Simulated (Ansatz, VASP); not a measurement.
**Two plane-wave programs on Rh**

```
Rh
1.0
     0.00000    1.94909    1.94909
     1.94909    0.00000    1.94909
     1.94909    1.94909    0.00000
Rh
1
Direct
  0.00000 0.00000 0.00000
```

Change from the starting cell: strain +0.025 along x and y, +0.025 along z, atoms carried along.

Alike in both runs: task single point; functional r2SCAN; k mesh 22 × 22 × 22; occupations gaussian, width 0.15 eV; no spin polarisation.

|  | VASP | Ansatz |
| --- | --- | --- |
| version | VASP 6.6.1 | Ansatz 0.2.0 |
| potentials or method | VASP PAW PBE potentials, release 64 (Rh_pv) | scalar-relativistic, plane waves, PAW |
| plane-wave cutoff (eV) | 520 | 500 |
| valence electrons in the cell | 15 | 17 |

|  | VASP | Ansatz | Ansatz less VASP |
| --- | --- | --- | --- |
| gap on the k mesh at the Fermi level (eV) | none | none | - |
| pressure (GPa) | -16.8 | -17.6 | -0.84 |

A gap of «none» marks a metal or a gap that the smearing closes. The two sets of potentials don't hold the same shells in valence.

Caveats: so large a pressure means that the cell lies far from this level's equilibrium, or that cutoff or potentials fall short (VASP); the potentials were made for another functional, which shifts forces and pressure (VASP).
